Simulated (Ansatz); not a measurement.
# How the functional changes NbAs (rocksalt start)

The compound was started in one structure type and brought to zero pressure at each level (plane-wave PAW code Ansatz, Gaussian smearing of 0.05 eV, scalar-relativistic unless SOC, spin–orbit coupling, is named).

The start came from a table of structure types; no claim is made that the compound takes it.

The cell at PBEsol (neighbours within 15 % of each site's shortest distance, so a longer bond may be listed from one end only): It takes space group Fm-3m (No. 225, cubic). Conventional cell: a = 5.210 Å, b = 5.210 Å, c = 5.210 Å, α = 90.00°, β = 90.00°, γ = 90.00°. Nb (site symmetry m-3m) has 6 As at 2.61 Å as nearest neighbours. As (site symmetry m-3m) is surrounded by 6 Nb at 2.61 Å.

```tsv
level	cutoff (eV)	k-mesh	final group	a (Å)	V (Å³/atom)	gap (eV)	B0 (GPa)	E_f (eV/atom)
PBEsol	420	10×10×10	Fm-3m	5.210	17.68	metal	159	-0.30
r²SCAN	500	12×12×12	Fm-3m	5.259	18.18	metal	153	–
```

Task: Estimate the row for PBE (420 eV, 12×12×12 mesh).

Result: final group Fm-3m, a (Å) 5.274, V (Å³/atom) 18.33, gap (eV) metal, B0 (GPa) 144, E_f (eV/atom) -0.24.

Volumes against PBE: PBEsol −3.6 %, r²SCAN −0.9 %. PBEsol < PBE is the usual order of volumes: a stronger gradient correction lowers the energy of inhomogeneous, expanded densities and so lengthens the bonds (here 1.2 % in length from PBEsol to PBE, a third of the change in volume). Of these two, the larger cell is the softer: stretching the PBEsol crystal to the PBE volume along its own (Murnaghan) curve would take its modulus to B0 (V0/V)^B0′ = 159 × (17.68/18.33)^4.4 = 136 GPa, against 144 GPa found, so volume alone would soften it more than is found. The formation energy spans 0.06 eV/atom over the functionals (PBEsol lowest, PBE highest); the spread holds the functional's effect on the elements as well as on the compound.

The PAW datasets are PBE ones. E_f is the formation energy from the elements run alike, at 0 K, without zero-point energy or dispersion between the molecules, chains or layers of the solid elements; it is good to about 0.01 eV/atom as a calculation.

All runs used the PAW datasets of the set soft_2.
